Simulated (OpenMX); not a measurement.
TiB2:

```
Ti B
1.0
     3.02920    0.00000    0.00000
    -1.51460    2.62336    0.00000
     0.00000    0.00000    3.22840
Ti B
1 2
Direct
  0.00000 0.00000 0.00000
  0.66667 0.33333 0.50000
  0.33333 0.66667 0.50000
```

Base run:

* Program: OpenMX 3.8.5
* Functional: PBE
* Potentials or basis: OpenMX 2013 PBE set, Ti7.0-s3p2d2, B7.0-s2p2d1, grid cutoff 400 Ry
* k mesh: 11 × 11 × 9
* Occupations: fermi-dirac, width 0.05 eV
* Spin: no spin polarisation

Its results: pressure 0.1 GPa.

**Question.** The run is repeated on the same cell with these changes: functional from PBE to LDA; potentials or basis from OpenMX 2013 PBE set, Ti7.0-s3p2d2, B7.0-s2p2d1, grid cutoff 400 Ry to OpenMX 2013 LDA set, Ti7.0-s3p2d2, B7.0-s2p2d1, grid cutoff 400 Ry. What comes out?

**Answer.** Pressure -11.2 GPa.

Caveats: the basis of atomic orbitals isn't converged, which shifts pressures, moduli and gaps.
